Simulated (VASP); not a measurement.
Pb:

```xyz
1
Lattice="0.0000 2.4750 2.4750 2.4750 0.0000 2.4750 2.4750 2.4750 0.0000" Properties=species:S:1:pos:R:3 pbc="T T T"
Pb    0.0000    0.0000    0.0000
```

| Property | Result |
| --- | --- |
| Program | VASP 6.6.1 |
| Task | relaxation of cell and atoms |
| Functional | RPBE |
| Potentials or basis | VASP PAW PBE potentials, release 64 (Pb_d) |
| Cutoff | 600 eV |
| k mesh | 9 × 9 × 9 |
| Occupations | fermi-dirac, width 0.05 eV |
| Spin | no spin polarisation |

At the start: pressure 3.9 GPa; volume 30.32 Å³/atom.

Task: Where does the relaxation end?

Result: Over 18 steps the energy falls by 30.8 meV/atom and the volume is 33.15 Å³/atom (+9.3 %); space group Fm-3m (No. 225, to 0.05 Å).

The path:
```
step  energy change (eV)  largest force (eV/Å)  pressure (GPa)  volume (Å³)
   1              0.0000                0.0000            3.89        30.32
   2             -0.0297                0.0000           -0.62        33.67
   3             -0.0308                0.0000           -0.07        33.07
   4             -0.0308                0.0000            0.06        33.01
   5             -0.0308                0.0000            0.08        33.01
   6             -0.0308                0.0000            0.09        33.02
   7             -0.0308                0.0000            0.09        33.02
   8             -0.0308                0.0000            0.09        33.02
   9             -0.0308                0.0000            0.09        33.02
  10             -0.0308                0.0000            0.09        33.02
  11             -0.0308                0.0000            0.10        33.02
  12             -0.0308                0.0000            0.11        33.02
  13             -0.0308                0.0000            0.12        33.02
  14             -0.0308                0.0000            0.08        33.03
  15             -0.0308                0.0000            0.09        33.03
  16             -0.0308                0.0000            0.08        33.05
  17             -0.0308                0.0000            0.04        33.08
  18             -0.0308                0.0000           -0.01        33.15
```

Final structure:
```yaml
crystal:
  lattice:
    - [0.00000, 2.54966, 2.54966]
    - [2.54966, 0.00000, 2.54966]
    - [2.54966, 2.54966, 0.00000]
  atoms:
    - { symbol: Pb, position: [0.00000, 0.00000, 0.00000] }
```

The cell as given is a measured one (30.32 Å³/atom); RPBE puts the equilibrium volume +9.3 % from it, thermal expansion not counted.

Caveat: the PAW data sets were made with another functional, which shifts forces and pressure a little.
